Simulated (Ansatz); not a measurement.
Set up this calculation in Ansatz 0.2.0, as the native input.

| Item | Value |
| --- | --- |
| Task | single point |
| Functional | PBE |
| Potentials or basis | Ansatz PAW |
| Cutoff | 420 eV (not typed: the program's choice for these potentials) |
| k mesh | 11 × 11 × 11 |
| Occupations | gaussian, width 0.023 eV |
| Spin | no spin polarisation |

The system is Ta.

```
Ta
1.0
    -1.65128    1.65128    1.65128
     1.65128   -1.65128    1.65128
     1.65128    1.65128   -1.65128
Ta
1
Cartesian
  0.0000 0.0000 0.0000
```

These files were run (other wordings do the same):

input.yaml

```yaml
crystal:
  lattice:
    - [-1.65128, 1.65128, 1.65128]
    - [1.65128, -1.65128, 1.65128]
    - [1.65128, 1.65128, -1.65128]
  atoms:
    - { symbol: Ta, position: [0.0, 0.0, 0.0] }
hamiltonian:
  xc: pbe
  pseudopotentials: { kind: paw }
kpoints:
  mp_grid: { grid: [11, 11, 11] }
scf:
  occupations: { method: gaussian, width: 0.023 }
output:
  forces: true
  stress: true
  eigenvalues: true
```

Potentials or basis: Ansatz PAW.

Command:

```console
$ ansatz run input.yaml --threads 2 --pin off --max-ram 5632MiB --backend cpu --events-out ev --progress --plain --runs-dir out
```

Results of the run:

* Pressure: 2.1 GPa
* Band gap on the k mesh: none (metal or under the smearing width)

It took 0.6 s on 2 threads of Intel(R) Xeon(R) Processor @ 2.70GHz, with other jobs on the host, peak memory 0.29 GiB.
